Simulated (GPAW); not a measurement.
Runs of GPAW 26.7.0 on Si2Mo. The structure is tetragonal, space group I4/mmm (No. 139). Conventional cell: a = 3.200 Å, b = 3.200 Å, c = 7.861 Å, α = 90.00°, β = 90.00°, γ = 90.00°. Mo (site symmetry 4/mmm) is surrounded by 10 Si at 2.62 Å. Around Si (site symmetry 4mm) lie 5 Si at 2.61 to 2.63 Å and 5 Mo at 2.62 Å. 

```csv
task,level,potentials or basis,U,cell,k mesh,cutoff (eV),smearing,ranks,maxiter,optimizer,fmax,max steps,other keys,mesh quality,gap on the mesh (eV),pressure (GPa),largest force (eV/Å)
relaxation of cell and atoms,WC,"PAW data sets generated in the run's folder for this functional, pw",-,relaxed to 1 GPa,7 × 7 × 7,600,fermi-dirac 0.05 eV,-,150,BFGS,0.01 eV/Å,100,-,coarse,none,1.0,-
single point,PBE,"GPAW PAW data sets (gpaw-data 1.2.1), pw",-,as given,6 × 6 × 6,600,fermi-dirac 0.05 eV,-,80,-,-,-,"several, not listed",coarse,none,2.7,0.25
single point,LDA+U,"the program's PAW data sets (release 1.2.1) made for this functional, pw",Mo d U = 7 eV,as given,9 × 9 × 9,500,fermi-dirac 0.05 eV,-,120,-,-,-,-,not flagged,0.69,(a),1.08
dielectric tensor,LDA+U,"the program's PAW data sets (release 1.2.1) made for this functional, pw",Mo d U = 7 eV,as given,9 × 9 × 9,500,fermi-dirac 0.001 eV,-,150,-,-,-,-,not flagged,0.69,-,-
relaxation of cell and atoms,PBE+D4,"GPAW PAW data sets (gpaw-data 1.2.1), pw",-,relaxed,7 × 7 × 7,600,fermi-dirac 0.05 eV,-,150,FIRE,0.05 eV/Å,100,-,coarse,none,0.0,0.03
band structure,PBE+U,"GPAW PAW data sets (gpaw-data 1.2.1), pw",Mo d U = 1 eV,as given,7 × 7 × 7,600,fermi-dirac 0.05 eV,-,150,-,-,-,-,coarse,-,2.7,0.34
```

Alike in all rows: no spin polarisation.

Q: Estimate the missing entries.

A: (a) -3.8.

Caveats: some runs use coarse meshes; the U is typed as a test and isn't derived for this compound (some runs); later steps reuse the first step's grids (some runs); the cutoff is short for stress and forces, so pressures can be off by a GPa or more (some runs); an odd mesh through Γ misses points on the zone boundary, where band edges often lie (some runs); the gap is small at this level, which inflates the dielectric constant (some runs); the long-wavelength limit can be off by several per cent where d states take part (some runs); response on these states lacks terms of the Hamiltonian (some runs).

A k mesh can miss the band edges, and the runs leave out spin-orbit coupling on Mo.

A gap of «none» marks a metal or a gap under the smearing width.
